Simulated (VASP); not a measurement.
Wanted: the native input for a VASP 6.6.1 run.

```yaml
Task: single point
Functional: PBE
Potentials_or_basis: VASP PAW PBE potentials, release 64 (In_d, Sb)
Cutoff: 520 eV
k_mesh: 10 × 10 × 10
Occupations: gaussian, width 0.1 eV
Spin: no spin polarisation
Dipole_correction: no
Further_INCAR_settings: ALGO = Normal; EDIFF = 1e-07; NBANDS = 22
```

The structure of InSb3 lies in POSCAR:

```
InSb3
1.0
    0.0000000000      3.7914771809      3.7914771809
    3.7914771809      0.0000000000      3.7914771809
    3.7914771809      3.7914771809      0.0000000000
In Sb
1 3
Direct
    0.0000000000      0.0000000000      0.0000000000
    0.2500000000      0.2500000000      0.2500000000
    0.7500000000      0.7500000000      0.7500000000
    0.5000000000      0.5000000000      0.5000000000
```

The cell comes from a database or a generator and needn't be the stable form of this composition.

The cell isn't the ideal one: relaxed again under DFT PBE, scalar-relativistic, plane waves, PAW.

These files were run (other wordings do the same):

INCAR

```
SYSTEM = InSb3
  PREC = Accurate
  ENCUT = 520
  EDIFF = 1E-7
  ISMEAR = 0
  SIGMA = 0.1
  LREAL = .FALSE.
  LASPH = .TRUE.
  NELM = 100
  ALGO = Normal
  ISIF = 2
  LWAVE = .FALSE.
  LCHARG = .FALSE.
  GGA = PE
  NBANDS = 22
```

KPOINTS

```
Automatic mesh
0
G
  10 10 10
  0 0 0
```

Potentials or basis: VASP PAW PBE potentials, release 64 (In_d, Sb).

The run is started by

```bash
$ cat potpaw_PBE.64/In_d/POTCAR potpaw_PBE.64/Sb/POTCAR > POTCAR
$ mpirun -np 1 vasp_std > vasp.out
```

It gave:

| Quantity | Value |
| --- | --- |
| Pressure | -0.1 GPa |
| Band gap on the k mesh | none (metal or under the smearing width) |

Run time: 42 s on 1 thread of Intel(R) Xeon(R) 6975P-C (Granite Rapids) (shared host), peak memory 0.29 GiB.
